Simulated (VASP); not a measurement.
A run of VASP 6.6.1:

The input INCAR:

```
SYSTEM = Al
PREC     = Accurate       ! precision mode
ENCUT    = 600            ! plane-wave cutoff, eV
EDIFF    = 1E-7           ! SCF threshold, eV
ISMEAR   = 0              ! smearing method
SIGMA    = 0.1            ! smearing width, eV
LREAL    = .FALSE.        ! projectors in reciprocal space
LASPH    = .TRUE.         ! aspherical terms in the spheres
NELM     = 60             ! most SCF steps
ALGO     = Normal         ! electronic algorithm
ISIF     = 2              ! what is computed and relaxed
LWAVE    = .FALSE.        ! write WAVECAR
LCHARG   = .FALSE.        ! write CHGCAR
GGA      = PE             ! functional
NBANDS   = 8              ! bands
```

File KPOINTS:

```
regular mesh
0
G
  12 12 12
  0 0 0
```

File POSCAR:

```
Al
1.0
    0.0000000000      2.0248050000      2.0248050000
    2.0248050000      0.0000000000      2.0248050000
    2.0248050000      2.0248050000      0.0000000000
Al
1
Direct
    0.0000000000      0.0000000000      0.0000000000
```

Potentials or basis: VASP PAW PBE potentials, release 64 (Al).

Command:

```bash
$ cat potpaw_PBE.64/Al/POTCAR > POTCAR
$ mpirun -np 1 vasp_std > vasp.out
```

Hardware: 1 thread of Intel(R) Xeon(R) Platinum 8488C (Sapphire Rapids), with other jobs on the host.

Q: How long does it take, and how much memory?

A: Wall time 5.1 s on 1 thread of Intel(R) Xeon(R) Platinum 8488C (Sapphire Rapids), on a shared host, peak memory 0.13 GiB. Counts: scf iterations 11, k points 72.
